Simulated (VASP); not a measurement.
# Re (Fm-3m) in VASP: single point with r2SCAN

Aim: the single point of Re with r2SCAN.

All numbers are computed with VASP 6.6.1; they aren't measurements. Logs are shortened: lines on timing, memory, paths and dates and some standing lists are left out, and cuts for length are marked.

**1. The structure**

Symmetry: Fm-3m, No. 225, cubic system. The conventional cell has a = 3.959 Å, b = 3.959 Å, c = 3.959 Å, α = 90.00°, β = 90.00°, γ = 90.00°. Re (site symmetry m-3m) is surrounded by 12 Re at 2.80 Å.

The cell was built by a generator and needn't be a form met in nature.

**2. Single point, r2SCAN**

POSCAR reads:

```
Re
1.0
    0.0000000000      1.9795550000      1.9795550000
    1.9795550000      0.0000000000      1.9795550000
    1.9795550000      1.9795550000      0.0000000000
Re
1
Direct
    0.0000000000      0.0000000000      0.0000000000
```

INCAR.step1 reads:

```
PREC = Accurate
ENCUT = 520
ISMEAR = -5
SIGMA = 0.1
LREAL = F
LASPH = T
NELM = 100
LMAXMIX = 4
NBANDS = 10
GGA = PE
ALGO = Normal
EDIFF = 1E-4
LWAVE = T
LCHARG = F
```

INCAR.step2 reads:

```
PREC = Accurate
ENCUT = 520
EDIFF = 1E-6
ISMEAR = -1
SIGMA = 0.1
LREAL = F
LASPH = T
NELM = 100
ALGO = Normal
ISIF = 2
LWAVE = F
LCHARG = F
LMAXMIX = 4
METAGGA = R2SCAN
LMIXTAU = T
LORBIT = 11
NBANDS = 10
ISTART = 1
```

KPOINTS reads:

```
regular mesh
0
Gamma
  14 14 14
```

Potentials or basis: VASP PAW PBE potentials, release 64 (Re).

Command:

```console
$ cat potpaw_PBE.64/Re/POTCAR > POTCAR
$ cp INCAR.step1 INCAR
$ mpirun -np 1 vasp_std > vasp.out
$ cp INCAR.step2 INCAR
$ mpirun -np 1 vasp_std > vasp.out
```

OUTCAR:

```text
PREC = Accurate
   ENCUT = 520
   EDIFF = 1E-6
   ISMEAR = -1
   LREAL = F
   LASPH = T
   NELM = 100
   ISIF = 2
   METAGGA = R2SCAN
   LORBIT = 11
   ISTART = 1

 ion  position               nearest neighbor table
   1  0.000  0.000  0.000-

  LATTYP: Found a face centered cubic cell.
 ALAT       =     3.9591100000

  Lattice vectors:

 A1 = (   0.0000000000,   1.9795550000,   1.9795550000)
 A2 = (   1.9795550000,   0.0000000000,   1.9795550000)
 A3 = (   1.9795550000,   1.9795550000,   0.0000000000)

Analysis of symmetry for initial positions (statically):
=====================================================================
 Subroutine PRICEL returns:
 Original cell was already a primitive cell.

 Routine SETGRP: Setting up the symmetry group for a
 face centered cubic supercell.

 Subroutine GETGRP returns: Found 48 space group operations
 (whereof 48 operations were pure point group operations)
 out of a pool of 48 trial point group operations.

The static configuration has the point symmetry O_h .

Analysis of symmetry for dynamics (positions and initial velocities):
=====================================================================
 Subroutine PRICEL returns:
 Original cell was already a primitive cell.

 Routine SETGRP: Setting up the symmetry group for a
 face centered cubic supercell.

 Subroutine GETGRP returns: Found 48 space group operations
 (whereof 48 operations were pure point group operations)
 out of a pool of 48 trial point group operations.

The dynamic configuration has the point symmetry O_h .

 Subroutine INISYM returns: Found 48 space group operations
 (whereof 48 operations are pure point group operations),
 and found     1 'primitive' translations

----------------------------------------------------------------------------------------

                                     Primitive cell

  volume of cell :      15.5143

  direct lattice vectors                    reciprocal lattice vectors
     0.000000000  1.979555000  1.979555000    -0.252582020  0.252582020  0.252582020
     1.979555000  0.000000000  1.979555000     0.252582020 -0.252582020  0.252582020
     1.979555000  1.979555000  0.000000000     0.252582020  0.252582020 -0.252582020

  length of vectors
     2.799513528  2.799513528  2.799513528     0.437484891  0.437484891  0.437484891

  position of ions in fractional coordinates (direct lattice)
[... 85 lines left out ...]
   POTIM  = 0.5000    time-step for ionic-motion
   TEBEG  =    0.0;   TEEND  =   0.0 temperature during run
   PSTRESS=    0.0 pullay stress
   NELECT =       7.0000    total number of electrons
   NUPDOWN=      -1.0000    fix difference up-down
   EMIN   =  10.00;   EMAX   =-10.00  energy-range for DOS
   EFERMI =   0.00;   METHOD = LEGACY
   ISMEAR =    -1;   SIGMA  =   0.10  broadening in eV -4-tet -1-fermi 0-gaus
   EFERMI_NEDOS =   21; number of points for ismear=-14 and -15
   IALGO  =     38    algorithm
   IMIX   =      4    mixing-type and parameters
     AMIX     =   0.40;   BMIX     =  1.00
     AMIX_MAG =   1.60;   BMIX_MAG =  1.00
  volume/ion in A,a.u.               =      15.51       104.70
  Fermi-wavevector in a.u.,A,eV,Ry     =   1.255635  2.372805 21.451193  1.576618
  Thomas-Fermi vector in A             =   2.389382
   LORBIT       =     11    0 simple, 1 ext, 2 COOP (PROOUT), +10 PAW based schemes
   METAGGA = R2SCAN    functional components
   LHFCALC =     F    Hartree Fock is set to
   AEXX    =    0.0000 exact exchange contribution
   IVDW    =     0    specifies the selected vdW correction
   LEPSILON=     F    determine dielectric tensor
   LRPA    =     F    only Hartree local field effects (RPA)
 non-spin polarized calculation
  energy-cutoff  :      520.00
  volume of cell :       15.51
 maximum number of plane-waves:       444
 NGX is ok and might be reduce to    24

 number of electron       7.0000000 magnetization

 Free energy of the ion-electron system (eV)
  ---------------------------------------------------
  ext. energy  EPLUGINS =         0.00000000
  ---------------------------------------------------
  free energy    TOTEN  =       -52.35815528 eV

  energy without entropy =      -52.32680976  energy(sigma->0) =      -52.34248252

 E-fermi :   7.3450     XC(G=0): -14.6654

 val. band max:        7.3429320324   @ k =  -0.2143   0.2857   0.0714
 cond. band min:       7.3527336666   @ k =   0.5000   0.0000   0.0000
 fundamental gap:      0.0098016342
 Fermi energy:         7.3449572046

 k-point     1 :       0.0000    0.0000    0.0000
  band No.  band energies     occupation
      1      -2.9328      2.00000
      2       5.4542      2.00000
      3       5.4542      2.00000
      4       5.4542      2.00000
      5       8.6076      0.00001
      6       8.6076      0.00001
      7      21.7929      0.00000
      8      27.5880      0.00000
      9      27.5880      0.00000
     10      27.5880      0.00000
[... 287 lines left out ...]
 k-point    24 :       0.2857    0.1429    0.0000
  band No.  band energies     occupation
      1      -0.0693      2.00000
      2       3.7845      2.00000
      3       5.7890      2.00000
      4       6.6760      1.99752
      5       8.1112      0.00094
      6       9.6525      0.00000
      7      23.0875      0.00000
      8      26.1353      0.00000
      9      28.4594      0.00000
     10      29.0879      0.00000

 [... further k-points ...]

------------------------ aborting loop because EDIFF is reached ----------------------------------------

  FORCE on cell =-STRESS in cart. coord.  units (eV):
  Direction    XX          YY          ZZ          XY          YZ          ZX
  --------------------------------------------------------------------------------------
  -------------------------------------------------------------------------------------
  Total       -1.7097985     -1.7097985     -1.7097985     -0.0000000     -0.0000000      0.0000000
  in kB     -176.5723876   -176.5723876   -176.5723876     -0.0000000     -0.0000000      0.0000000
  external PRESSURE =    -176.5723876 kB  Pullay stress =       0.0000000 kB

 VOLUME and BASIS-vectors are now :
 -----------------------------------------------------------------------------
  energy-cutoff  :      520.00
  volume of cell :       15.51
      direct lattice vectors                 reciprocal lattice vectors
     0.000000000  1.979555000  1.979555000    -0.252582020  0.252582020  0.252582020
     1.979555000  0.000000000  1.979555000     0.252582020 -0.252582020  0.252582020
     1.979555000  1.979555000  0.000000000     0.252582020  0.252582020 -0.252582020

 POSITION                                       TOTAL-FORCE (eV/Angst)
 -----------------------------------------------------------------------------------
      0.00000      0.00000      0.00000         0.000000     -0.000000      0.000000
 -----------------------------------------------------------------------------------
    total drift:                               -0.000000      0.000000     -0.000000

  FREE ENERGIE OF THE ION-ELECTRON SYSTEM (eV)
  ---------------------------------------------------
  free  energy   TOTEN  =       -52.3581552760 eV

  energy  without entropy=      -52.3268097570  energy(sigma->0) =      -52.34248252

 total charge

# of ion       s       p       d       tot
------------------------------------------
    1        0.587   0.637   4.711   5.935
```

OSZICAR.step1:

```text
N       E                     dE             d eps       ncg     rms          rms(c)
DAV:   1     0.489692193277E+01    0.48969E+01   -0.34020E+03  3300   0.766E+02
DAV:   2    -0.126632641883E+02   -0.17560E+02   -0.16318E+02  3192   0.159E+02
DAV:   3    -0.130829380253E+02   -0.41967E+00   -0.40701E+00  3442   0.435E+01
DAV:   4    -0.130850997622E+02   -0.21617E-02   -0.21409E-02  3414   0.177E+00
DAV:   5    -0.130851019594E+02   -0.21972E-05   -0.21918E-05  2834   0.282E-02    0.273E+01
DAV:   6    -0.125277142697E+02    0.55739E+00   -0.50316E-01  3282   0.190E+01    0.104E+01
DAV:   7    -0.123468973732E+02    0.18082E+00   -0.35161E-01  3302   0.151E+01    0.979E-01
DAV:   8    -0.123404338793E+02    0.64635E-02   -0.45013E-03  3320   0.751E-01    0.226E-01
DAV:   9    -0.123402207074E+02    0.21317E-03   -0.28009E-04  2658   0.162E-01    0.189E-02
DAV:  10    -0.123402389260E+02   -0.18219E-04   -0.10446E-05  1286   0.284E-02
   1 F= -.12340239E+02 E0= -.12340239E+02  d E =0.000000E+00
```

Wall time 43 s (1 thread of AMD EPYC 9R45 (Zen 5), shared host); peak memory 0.13 GiB.

Results:

```yaml
Free_energy: -52.3582 eV
Pressure: -17.7 GPa
Band_gap_on_the_k_mesh: none (metal or under the smearing width)
Valence_electrons_inside_the_program's_atomic_spheres: Re 5.93
```

Caveat: so large a pressure means that the cell lies far from this level's equilibrium, or that cutoff or potentials fall short; the potentials were made for another functional, which shifts forces and pressure. Spin-orbit coupling is left out, which matters for the levels of Re.
